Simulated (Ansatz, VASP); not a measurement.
# TiC3: VASP beside Ansatz

```
CELL_PARAMETERS angstrom
0.00000 2.61025 2.61025
2.61025 0.00000 2.61025
2.61025 2.61025 0.00000
ATOMIC_POSITIONS crystal
Ti 0.00000 0.00000 0.00000
C 0.50000 0.50000 0.50000
C 0.25000 0.25000 0.25000
C 0.75000 0.75000 0.75000
```

Change from the starting cell: species swapped into the Li3Pb type (Fm-3m, No. 225).

Alike in both runs: functional PBE; k mesh 6 × 6 × 6; occupations gaussian, width 0.1 eV; no spin polarisation.

Ansatz relaxed the structure, and its values are those at the end. VASP's run is a single point on that final structure, the one shown.

|  | VASP | Ansatz |
| --- | --- | --- |
| version | VASP 6.6.1 | Ansatz 0.2.0 |
| potentials or method | VASP PAW PBE potentials, release 64 (Ti_sv, C) | scalar-relativistic, plane waves, PAW |
| plane-wave cutoff (eV) | 520 | 420 |
| valence electrons in the cell | 24 | 24 |

```tsv
	VASP	Ansatz	Ansatz less VASP
gap on the k mesh at the Fermi level (eV)	none	none	-
pressure (GPa)	-0.1	-0.3	-0.25
```

A gap of «none» marks a metal or a gap that the smearing closes.
